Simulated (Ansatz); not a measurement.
**Hf3N4 under strain: Field gradients at the nuclei**

The cell is a structure deposited in the COD, relaxed with PBE at fixed cell and then changed (z stretched by 1 %, ions relaxed).

```
Hf N
1.0
    -3.35050    3.35050    3.38401
     3.35050   -3.35050    3.38401
     3.35050    3.35050   -3.38401
Hf N
6 8
Cartesian
  2.5232 0.0000 1.6920
  1.6752 2.5025 0.0000
  0.8273 0.0000 5.0760
  5.0257 0.8480 0.0000
  0.0000 1.6752 2.5380
  0.0000 5.0257 0.8460
  0.4523 0.4490 0.4527
  -1.2263 1.2230 4.6233
  -0.4523 2.9015 0.4527
  4.5768 -1.2230 1.2393
  0.4523 -0.4490 2.9313
  2.1242 2.1275 2.1447
  2.8982 0.4490 -0.4527
  1.2263 4.5735 -1.2393
```

Sites (sets of like atoms) are named by element and the number of their first atom in this list.

Level of theory: DFT, PBE, plane waves and PAW, scalar-relativistic, 420 eV cutoff, Γ-centred 6×6×6 k-points, Fermi–Dirac smearing 0.02 eV (Ansatz 0.2.0).

C_Q = eQV_zz/h, which is 24.18 MHz for Q = 1 b and V_zz = 10²¹ V/m²; η = (V_xx − V_yy)/V_zz.

Hf-177: I = 7/2, Q = 3365 mb; ¹⁴N: I = 1, Q = 20.44 mb. Quadrupole moments are those of Pyykkö's year-2017 table.

```csv
site,atoms (order as listed),first shell,V_zz (10²¹ V/m²),η,C_Q (MHz)
Hf1,"1, 2, 3, 4",8 N at 2.21–2.45 Å,25.9,0.15,2106
Hf5,"5, 6",8 N at 2.21–2.46 Å,29.4,0.00,2389
N,"7, 8, 9, 10, 11, 12, …",6 Hf at 2.21–2.46 Å,0.84,0.22,0.416
```

An axis of threefold or higher order runs through Hf5, so V_zz lies along it and η is zero.

Without spin–orbit coupling the gradients at and beside Hf can be off by some per cent, at some sites by more.
